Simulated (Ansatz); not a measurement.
The system is PbS (Galena).

```
CELL_PARAMETERS angstrom
0.00000 2.96575 2.96575
2.96575 0.00000 2.96575
2.96575 2.96575 0.00000
ATOMIC_POSITIONS crystal
Pb 0.00000 0.00000 0.00000
S 0.50000 0.50000 0.50000
```

Program: Ansatz 0.2.0. Alike in all runs: cell as given.

Problem. Order these runs on this cell by their pressure, lowest first.
A. level PBE; potentials or basis all-electron LAPW, scalar-relativistic; spin off; k mesh 6 × 6 × 6; cutoff (eV) 150; smearing fermi-dirac 0.06 eV; basis error allowed 0.004 eV/atom
B. level RPBE; potentials or basis all-electron LAPW, scalar-relativistic; spin off; k mesh 8 × 8 × 8; cutoff (eV) 178; smearing fermi-dirac 0.05 eV; basis error allowed 0.001 eV/atom
C. level LDA; potentials or basis all-electron LAPW, relativistic spinors; spin SOC, no magnetisation; k mesh 6 × 6 × 6; cutoff (eV) 178; smearing fermi-dirac 0.05 eV; basis error allowed 0.001 eV/atom

Solution. C (-3.3 GPa), A (2.2 GPa), B (4.2 GPa).
